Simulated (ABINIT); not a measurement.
Runs of ABINIT 10.8.3 (patched build) on BN. The structure is hexagonal, space group P6_3mc (No. 186). The conventional cell has a = 2.554 Å, b = 2.554 Å, c = 4.227 Å, α = 90.00°, β = 90.00°, γ = 120.00°. N (site symmetry 3m) has 4 B at 1.57 to 1.58 Å as nearest neighbours. Around B (site symmetry 3m) lie 4 N at 1.57 to 1.58 Å. Measurements of this composition are mostly on another form, of space group No. 194.

| task | level | potentials or basis | spin | cell | k mesh | cutoff (eV) | smearing | dispersion computed by | cutoff smearing ecutsm (Ha) | optimiser | force threshold (eV/Å) | fine-grid cutoff | other keys | gap on the mesh (eV) | pressure (GPa) | largest force (eV/Å) |
| --- | --- | --- | --- | --- | --- | --- | --- | --- | --- | --- | --- | --- | --- | --- | --- | --- |
| single point | PBEsol+D4 | PseudoDojo NC SR PBE v0.4.1 standard | off | cell strained at random at fixed volume | 12 × 12 × 6 | 1143 | methfessel-paxton 0.1 eV | dftd4 4.3.1 | - | - | - | - | - | 4.85 | -7.7 | 0.20 |
| relaxation of cell and atoms | RPBE+D4 | SPMS NC PBE v1.0 | off | relaxed | 10 × 10 × 5 | 925 | fixed | dftd4 4.3.1 | 0.5 | BFGS | 0.02 | - | - | 5.53 | 0.0 | 0.01 |
| single point | PBE | JTH PAW PBE v2.0 | off | as given | 12 × 12 × 6 | 680 | fermi-dirac 0.05 eV | - | - | - | - | 1278.94 eV | - | 5.19 | - | 0.01 |
| single point | PBE | JTH PAW PBE v2.0 | off | atoms moved at random, drawn with an rms of 0.05 Å | 12 × 12 × 6 | 680 | fermi-dirac 0.05 eV | - | - | - | - | 1278.94 eV | - | 4.46 | - | 1.83 |
| single point | OLYP | JTH PAW PBE v2.0 | SOC, no magnetisation | as given | 12 × 12 × 6 | 844 | methfessel-paxton 0.02 eV | - | - | - | - | 1442.2 eV | tolvrs = 1e-06; diemix = 0.9 | (b) | (a) | 0.03 |

**Question.** Estimate the missing entries.

**Answer.** (a) -2.4; (b) 5.37.

Caveats: the potentials were made for another functional, which shifts forces and pressure (some runs); an odd mesh through Γ misses points on the zone boundary, where band edges often lie (some runs); the atomic spheres overlap (some runs); the PAW data sets were made with another functional, which shifts forces and pressure a little (some runs).
